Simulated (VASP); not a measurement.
Set up this calculation in VASP 6.6.1, as the native input.

* Task: single point
* Functional: PBE
* Dispersion: D3(BJ)
* Potentials or basis: VASP PAW PBE potentials, release 64 (Se)
* Cutoff: 520 eV
* k mesh: 9 × 9 × 6
* Occupations: gaussian, width 0.02 eV
* Spin: no spin polarisation
* Dipole correction: no
* Further INCAR settings: ALGO = Normal; EDIFF = 1e-06; NBANDS = 16

The structure of Se lies in POSCAR:

```
Se
1.0
    4.3662000000      0.0000000000      0.0000000000
   -2.1831000000      3.7812401180      0.0000000000
    0.0000000000      0.0000000000      4.9536000000
Se
3
Direct
    0.2254000000      0.0000000000      0.3333333333
    0.0000000000      0.2254000000      0.6666666667
    0.7746000000      0.7746000000      0.0000000000
```

One way to write it, as run:

INCAR

```
SYSTEM = Se
ALGO = Normal
EDIFF = 1E-6
ENCUT = 520
GGA = PE
ISIF = 2
ISMEAR = 0
IVDW = 12
LASPH = .True.
LCHARG = .False.
LREAL = .False.
LWAVE = .False.
NBANDS = 16
NELM = 100
PREC = Accurate
SIGMA = 0.02
```

KPOINTS

```
k-points
0
Gamma
  9 9 6
  0 0 0
```

Potentials or basis: VASP PAW PBE potentials, release 64 (Se).

Command:

```sh
$ cat potpaw_PBE.64/Se/POTCAR > POTCAR
$ mpirun -np 1 vasp_std > vasp.out
```

It gave:

| Property | Result |
| --- | --- |
| Pressure | 0.9 GPa |
| Largest force | 0.449 eV/Å |
| Band gap on the k mesh | 1.02 eV, indirect (least direct gap 1.24 eV) |
| Dispersion energy per atom | -0.315 eV |

Caveat: an odd mesh through Γ misses points on the zone boundary, where band edges often lie.

It took 21 s on 1 thread of Intel(R) Xeon(R) 6975P-C (Granite Rapids), on a shared host, peak memory 0.23 GiB.
